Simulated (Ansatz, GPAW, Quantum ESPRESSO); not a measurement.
**One calculation of K, 6 ways**

```xyz
1
Lattice="-2.6976 2.6976 2.6976 2.6976 -2.6976 2.6976 2.6976 2.6976 -2.6976" Properties=species:S:1:pos:R:3 pbc="T T T"
K     0.0000    0.0000    0.0000
```

Alike in all runs: task band structure; functional PBEsol; k mesh 7 × 7 × 7; occupations fermi-dirac, width 0.05 eV; no spin polarisation; no spin-orbit coupling. Pressure is positive in compression and, in plane waves, holds the error of the finite cutoff, which Ansatz's Pulay term estimates and takes out.

```tsv
program and potentials	plane-wave cutoff (eV)	notes	pressure (GPa)
Quantum ESPRESSO, SG15 PBE 1.2	952	potentials made for PBE	-0.32
Quantum ESPRESSO, GBRV 1.5 PBEsol	612	-	-0.45
Quantum ESPRESSO, PseudoDojo 0.4.1 SR PBEsol standard	1007	-	-0.32
GPAW, PAW data sets generated for this functional	600	-	?
Ansatz, PAW datasets made for the crystal	180	-	-0.32
Ansatz, all-electron LAPW, scalar-relativistic	-	-	-0.32
```

Problem. Estimate from the other rows what the run with GPAW, PAW data sets generated for this functional gave.

Solution. Pressure -0.33 GPa. The other rows, which needn't bracket it: pressure -0.45 to -0.32.
